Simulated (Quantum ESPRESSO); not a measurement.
Set up this calculation in Quantum ESPRESSO 7.5, as the native input.

- Task: band structure
- Functional: AM05
- Potentials or basis: SG15 PBE 1.2
- Cutoff: 599 eV
- Density cutoff: 2395 eV
- k mesh: 8 × 8 × 8
- Occupations: fermi-dirac, width 0.05 eV
- Spin: no spin polarisation
- Mixing beta: 0.5
- Most SCF iterations: 120
- SCF threshold: 2e-10 Ry

The system is Ba.

```
CELL_PARAMETERS angstrom
-2.50650 2.50650 2.50650
2.50650 -2.50650 2.50650
2.50650 2.50650 -2.50650
ATOMIC_POSITIONS crystal
Ba 0.00000 0.00000 0.00000
```

These files were run (other wordings do the same):

pw.in

```
&CONTROL
  calculation = 'scf'
  prefix = 'pwscf'
  outdir = './tmp'
  pseudo_dir = './pseudo'
  tprnfor = .true.
  tstress = .true.
  disk_io = 'low'
/
&SYSTEM
  ibrav = 0
  A = 4.34138535
  nat = 1
  ntyp = 1
  ecutwfc = 44
  nbnd = 10
  input_dft = 'XC-000I-000I-120L-135L-000I-000I'
  occupations = 'smearing'
  smearing = 'fd'
  degauss = 0.00367493
/
&ELECTRONS
  conv_thr = 2d-10
  electron_maxstep = 120
  mixing_beta = 0.5
/
ATOMIC_SPECIES
Ba   137.3270 Ba_ONCV_PBE-1.2.upf
CELL_PARAMETERS alat
  -0.5773502691    0.5773502691    0.5773502691
   0.5773502691   -0.5773502691    0.5773502691
   0.5773502691    0.5773502691   -0.5773502691
ATOMIC_POSITIONS alat
Ba     0.0000000000    0.0000000000    0.0000000000
K_POINTS automatic
8 8 8 0 0 0
```

bands.in

```
&CONTROL
  calculation = 'bands'
  prefix = 'pwscf'
  outdir = './tmp'
  pseudo_dir = './pseudo'
  disk_io = 'low'
  verbosity = 'high'
/
&SYSTEM
  ibrav = 0
  A = 4.34138535
  nat = 1
  ntyp = 1
  ecutwfc = 44
  nbnd = 10
  input_dft = 'XC-000I-000I-120L-135L-000I-000I'
  occupations = 'smearing'
  smearing = 'fd'
  degauss = 0.00367493
/
&ELECTRONS
  conv_thr = 1d-08
  electron_maxstep = 120
  mixing_beta = 0.5
  diago_full_acc = .true.
  startingwfc = 'random'
/
ATOMIC_SPECIES
Ba   137.3270 Ba_ONCV_PBE-1.2.upf
CELL_PARAMETERS alat
  -0.5773502691    0.5773502691    0.5773502691
   0.5773502691   -0.5773502691    0.5773502691
   0.5773502691    0.5773502691   -0.5773502691
ATOMIC_POSITIONS alat
Ba     0.0000000000    0.0000000000    0.0000000000
K_POINTS crystal
60
 0.0000000000  0.0000000000  0.0000000000 1
 0.0416666667 -0.0416666667  0.0416666667 1
 0.0833333333 -0.0833333333  0.0833333333 1
 0.1250000000 -0.1250000000  0.1250000000 1
 0.1666666667 -0.1666666667  0.1666666667 1
 0.2083333333 -0.2083333333  0.2083333333 1
 0.2500000000 -0.2500000000  0.2500000000 1
 0.2916666667 -0.2916666667  0.2916666667 1
 0.3333333333 -0.3333333333  0.3333333333 1
 0.3750000000 -0.3750000000  0.3750000000 1
 0.4166666667 -0.4166666667  0.4166666667 1
 0.4583333333 -0.4583333333  0.4583333333 1
 0.5000000000 -0.5000000000  0.5000000000 1
 0.4375000000 -0.4375000000  0.5000000000 1
 0.3750000000 -0.3750000000  0.5000000000 1
 0.3125000000 -0.3125000000  0.5000000000 1
 0.2500000000 -0.2500000000  0.5000000000 1
 0.1875000000 -0.1875000000  0.5000000000 1
 0.1250000000 -0.1250000000  0.5000000000 1
 0.0625000000 -0.0625000000  0.5000000000 1
 0.0000000000  0.0000000000  0.5000000000 1
 0.0000000000  0.0000000000  0.4444444444 1
 0.0000000000  0.0000000000  0.3888888889 1
 0.0000000000  0.0000000000  0.3333333333 1
 0.0000000000  0.0000000000  0.2777777778 1
 0.0000000000  0.0000000000  0.2222222222 1
 0.0000000000  0.0000000000  0.1666666667 1
 0.0000000000  0.0000000000  0.1111111111 1
 0.0000000000  0.0000000000  0.0555555556 1
 0.0000000000  0.0000000000  0.0000000000 1
 0.0227272727  0.0227272727  0.0227272727 1
 0.0454545455  0.0454545455  0.0454545455 1
 0.0681818182  0.0681818182  0.0681818182 1
 0.0909090909  0.0909090909  0.0909090909 1
 0.1136363636  0.1136363636  0.1136363636 1
 0.1363636364  0.1363636364  0.1363636364 1
 0.1590909091  0.1590909091  0.1590909091 1
 0.1818181818  0.1818181818  0.1818181818 1
 0.2045454545  0.2045454545  0.2045454545 1
 0.2272727273  0.2272727273  0.2272727273 1
 0.2500000000  0.2500000000  0.2500000000 1
 0.2708333333  0.1875000000  0.2708333333 1
 0.2916666667  0.1250000000  0.2916666667 1
 0.3125000000  0.0625000000  0.3125000000 1
 0.3333333333  0.0000000000  0.3333333333 1
 0.3541666667 -0.0625000000  0.3541666667 1
 0.3750000000 -0.1250000000  0.3750000000 1
 0.3958333333 -0.1875000000  0.3958333333 1
 0.4166666667 -0.2500000000  0.4166666667 1
 0.4375000000 -0.3125000000  0.4375000000 1
 0.4583333333 -0.3750000000  0.4583333333 1
 0.4791666667 -0.4375000000  0.4791666667 1
 0.5000000000 -0.5000000000  0.5000000000 1
 0.2500000000  0.2500000000  0.2500000000 1
 0.2083333333  0.2083333333  0.2916666667 1
 0.1666666667  0.1666666667  0.3333333333 1
 0.1250000000  0.1250000000  0.3750000000 1
 0.0833333333  0.0833333333  0.4166666667 1
 0.0416666667  0.0416666667  0.4583333333 1
 0.0000000000  0.0000000000  0.5000000000 1
```

Potentials or basis: SG15 PBE 1.2.

The run is started by

```bash
$ OMP_NUM_THREADS=1 pw.x -in pw.in > pw.out
$ OMP_NUM_THREADS=1 pw.x -in bands.in > bands.out
```

It gave:

```
Pressure               : -0.3 GPa
Band gap on the k mesh : none (metal or under the smearing width)
```

Caveat: the potentials were made for another functional, which shifts forces and pressure; some levels on the path didn't converge; spin-orbit coupling is left out, which moves the levels of the heavy elements.

Run time: 50 s on 1 thread of Arm Neoverse V1, with other jobs on the host, peak memory 0.09 GiB.
